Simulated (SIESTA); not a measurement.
Runs of SIESTA 5.4.2 on CdSe. Symmetry: F-43m, No. 216, cubic system. Conventional cell: a = 6.141 Å, b = 6.141 Å, c = 6.141 Å, α = 90.00°, β = 90.00°, γ = 90.00°. Around Cd (site symmetry -43m) lie 4 Se at 2.66 Å. Around Se (site symmetry -43m) lie 4 Cd at 2.66 Å. Measurements of this composition are mostly on another form, of space group No. 186.

```csv
task,level,potentials or basis,spin,cell,k mesh,force tolerance,displacement,polarization grid,optimiser,stress tolerance (GPa),grid cutoff,energy shift,gap on the mesh (eV),pressure (GPa),V0 of scaled cells (Å³/atom),relaxed volume (Å³/atom),B0 (GPa)
single point,PBE,"PseudoDojo 0.4 standard (PBE files), DZP (energy shift 0.002 Ry)",off,"atoms moved at random, drawn with an rms of 0.05 Å",8 × 8 × 8,-,-,-,-,-,800 Ry,0.002 Ry,0.76,2.3,-,-,-
relaxation of cell and atoms,revPBE,"PseudoDojo 0.4 standard (PBE files), DZP (energy shift 0.002 Ry)",off,relaxed,8 × 8 × 8,0.04 eV/Å,-,-,-,-,800 Ry,0.002 Ry,0.74,0.0,-,31.02,-
equation of state,PBE-libxc,"PseudoDojo 0.4 standard (PBE files, fully relativistic), DZP (energy shift 0.005 Ry)","non-collinear, ferromagnetic start, SOC",as given,6 × 6 × 6,-,-,-,-,-,800 Ry,0.005 Ry,-,-,29.60,-,(a)
equation of state,PBE,"PseudoDojo 0.4 standard (PBE files), DZP (energy shift 0.002 Ry)",off,as given,8 × 8 × 8,-,-,-,-,-,800 Ry,0.002 Ry,-,-,(b),-,44
band structure,LDA-PZ,"PseudoDojo 0.4 standard (LDA files), DZP (energy shift 0.002 Ry)",off,as given,8 × 8 × 8,-,-,-,-,-,800 Ry,0.002 Ry,0.57,-2.5,-,-,-
relaxation of cell and atoms,LDA,"PseudoDojo 0.4 standard (LDA files), TZP (energy shift 0.002 Ry)",off,relaxed,6 × 6 × 6,0.01 eV/Å,-,-,Broyden,0.05,1200 Ry,0.002 Ry,0.55,0.0,-,27.69,-
single point,PBE,"PseudoDojo 0.4 standard (PBE files), DZP (energy shift 0.002 Ry)",off,as given,8 × 8 × 8,-,-,-,-,-,800 Ry,0.002 Ry,0.81,2.0,-,-,-
```

Alike in all rows: smearing fermi-dirac 0.05 eV.

Task: Fill in the values left out.

Result: (a) 46; (b) 30.13.

Caveats: semicore shells carry a single zeta, which can move pressures by several GPa and volumes by a few percent; the basis of atomic orbitals isn't converged, which shifts pressures, moduli and gaps; the potentials were made for another functional, which shifts forces and pressure (some runs).

A k mesh can miss the band edges, and rows without SOC leave out spin-orbit coupling on Cd, Se.
